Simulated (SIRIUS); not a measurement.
Set up this calculation in SIRIUS 7.12.0, as the native input.

| Item | Value |
| --- | --- |
| Task | single point |
| Functional | PBE |
| Potentials or basis | GBRV 1.5 PBE (ultrasoft) |
| Cutoff | 557 eV |
| Density cutoff | 5442 eV |
| k mesh | 8 × 8 × 4 |
| Occupations | fermi-dirac, width 0.05 eV |
| Spin | no spin polarisation |
| Libxc names | ["XC_GGA_X_PBE", "XC_GGA_C_PBE"] |
| Energy tol | 1e-08 Ha |
| Density tol | 1e-06 |
| Mixer | anderson |
| Mixing beta | 0.7 |
| Max scf | 100 |

The system is PtS2.

```xyz
3
Lattice="3.5432 0.0000 0.0000 -1.7716 3.0685 0.0000 0.0000 0.0000 5.0388" Properties=species:S:1:pos:R:3 pbc="T T T"
Pt    0.0000    0.0000    0.0000
S     1.7716    1.0228    3.8950
S     0.0000    2.0457    1.1438
```

These files were run (other wordings do the same):

sirius.json

```json
{
  "control": {
    "processing_unit": "cpu",
    "verbosity": 2,
    "num_bands_to_print": 22,
    "print_forces": true,
    "print_stress": true
  },
  "parameters": {
    "electronic_structure_method": "pseudopotential",
    "xc_functionals": ["XC_GGA_X_PBE", "XC_GGA_C_PBE"],
    "gk_cutoff": 6.4,
    "pw_cutoff": 20.0,
    "ngridk": [8, 8, 4],
    "shiftk": [0, 0, 0],
    "smearing": "fermi_dirac",
    "smearing_width": 0.0018374661,
    "num_bands": 22,
    "num_mag_dims": 0,
    "num_dft_iter": 100,
    "energy_tol": 1e-08,
    "density_tol": 1e-06
  },
  "iterative_solver": {
    "type": "davidson",
    "min_tolerance": 1e-10
  },
  "mixer": {
    "type": "anderson",
    "beta": 0.7,
    "max_history": 8
  },
  "settings": {
    "tol_ne": 1e-10
  },
  "unit_cell": {
    "lattice_vectors": [
      [6.695677604774, 0.0, 0.0],
      [-3.347838802387, 5.798626901306, 0.0],
      [0.0, 0.0, 9.521951996764]
    ],
    "atom_coordinate_units": "lattice",
    "atom_types": ["Pt", "S"],
    "atom_files": {
      "S": "S.json",
      "Pt": "Pt.json"
    },
    "atoms": {
      "Pt": [
        [0.0, 0.0, 0.0]
      ],
      "S": [
        [0.6666666667, 0.3333333333, 0.773],
        [0.3333333333, 0.6666666667, 0.227]
      ]
    }
  }
}
```

Potentials or basis: GBRV 1.5 PBE (ultrasoft).

The run is started by

```sh
$ upf_to_json s_pbe_v1.4.uspp.F.UPF
$ upf_to_json pt_pbe_v1.4.uspp.F.UPF
$ OMP_NUM_THREADS=1 sirius.scf --input=sirius.json --output=out.json --task=0
```

Results of the run:

```
Pressure               : 11.1 GPa
Largest force          : 1.245 eV/Å
Band gap on the k mesh : 0.90 eV
```

Caveat: spin-orbit coupling is left out, which moves the levels of the heavy elements; forces of over 1 eV/Å show positions far from the minimum, so gaps and moduli don't describe the material at rest.

Run time: 56 s on 1 thread of Intel(R) Xeon(R) Platinum 8259CL CPU @ 2.50GHz (Skylake/Cascade Lake), with other jobs on the host, peak memory 0.46 GiB.
